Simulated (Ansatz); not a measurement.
## ScAl₃: an elastic constant from a strain scan

Level of theory: Ansatz, DFT r2SCAN, scalar-relativistic, plane waves, PAW. Settings: plane waves to 500 eV, k-mesh 12×12×12 (Γ-centred), Gaussian smearing 0.15 eV. No spin polarisation. Energies are free energies at this smearing, counted from the undisturbed cell; pressure is positive in compression.

The undisturbed cell (relaxed at this level; it needn't be the usual structure):

```
CELL_PARAMETERS angstrom
4.08554 0.00000 0.00000
0.00000 4.08554 0.00000
0.00000 0.00000 4.08554
ATOMIC_POSITIONS crystal
Sc 0.00000 0.00000 0.00000
Al 0.50000 0.00000 0.50000
Al 0.00000 0.50000 0.50000
Al 0.50000 0.50000 0.00000
```

The cell is strained by ε times the Voigt pattern (0, 0, 0, 1, 0, 0) (xx, yy, zz, yz, xz, xy; engineering shear) with fractional coordinates fixed. The cell holds 4 atoms in V0 = 68.19 Å³. The stress column is τ = (1/V0) dE/dε, got from the stress tensor σ (compression positive) at each point as −det(1 + εP) σ : P(1 + εP)⁻¹, with P the pattern as a tensor.

| ε | ΔE (meV/atom) | τ (GPa) |
| --- | --- | --- |
| -0.0875 | 33.701 | -7.263 |
| -0.0750 | 24.731 | -6.223 |
| -0.0625 | 17.148 | -5.179 |
| -0.0500 | 10.953 | -4.137 |
| -0.0250 | 2.720 | -2.053 |
| 0.0000 | 0.000 | 0.000 |
| 0.0250 | 2.720 | 2.053 |
| 0.0500 | 10.953 | 4.137 |
| 0.0625 | 17.148 | 5.179 |
| 0.0750 | 24.731 | 6.223 |
| 0.0875 | 33.701 | 7.263 |
| 0.1000 | ? | ? |

**Question.** Which combination of elastic constants does this scan measure, and how large is it?

**Answer.** For small ε, τ = τ0 + Kε with K = pᵀCp, which for this pattern is C44 in the cubic axes. The parabola through τ at ε = -0.0250, 0 and 0.0250 has slope K = 82 GPa at zero. The energies per cell, E = NΔE, of the same two points give K = 2[E(ε₊)/ε₊ − E(ε₋)/ε₋]/[(ε₊ − ε₋)V0] = 82 GPa, in agreement.

**Question.** Predict the withheld row at ε = 0.1000 from the harmonic law, and compare.

**Answer.** ΔE = V0(τ0 ε + Kε²/2)/N = 43.692 meV/atom and τ = 8.21 GPa. The calculation gives 44.053 meV/atom and 8.31 GPa, a miss of 0.8 % of the harmonic energy, so the harmonic law still holds here.

In a metal these slopes depend on the k mesh and the smearing.

Cost: 7 runs of about 8 core-minutes in all, on Intel Xeon Processor @ 2.50GHz (Skylake/Cascade Lake) (shared hosts).